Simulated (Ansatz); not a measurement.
Space group Fm-3m (No. 225). a = 4.522 Å, b = 4.522 Å, c = 4.522 Å, α = 90.00°, β = 90.00°, γ = 90.00°
```tsv
atom	site	symmetry	x	y	z
Mg	4a	m-3m	0.0000	0.0000	0.0000
```

Equation of state of this Mg structure (not necessarily the ground state), with shape and atoms relaxed at each volume where symmetry leaves them free. It has no gap at any of these volumes. All numbers below come from DFT PBE, scalar-relativistic, plane waves, PAW in Ansatz.

Cutoff 420 eV; k points 16×16×16 on the computed 1-atom cell (Γ-centred); Gaussian smearing, width 0.10 eV; no spin polarisation.

```tsv
V (Å³/atom)	E − E(largest V) (meV/atom)	P (GPa)
20.346	23.81	5.81
21.039	2.61	4.02
21.733	-11.40	2.48
22.426	-19.22	1.15
23.120	-21.70	0.01
23.814	-19.56	-0.98
24.507	-13.43	-1.83
25.432	0.00	-2.78
```

Task: Fit a third-order Birch–Murnaghan equation to E(V).

Result: V0 = 23.13 Å³/atom, B0 = 35 GPa, B0' = 3.9.

This fcc form isn't the element's structure at ambient conditions.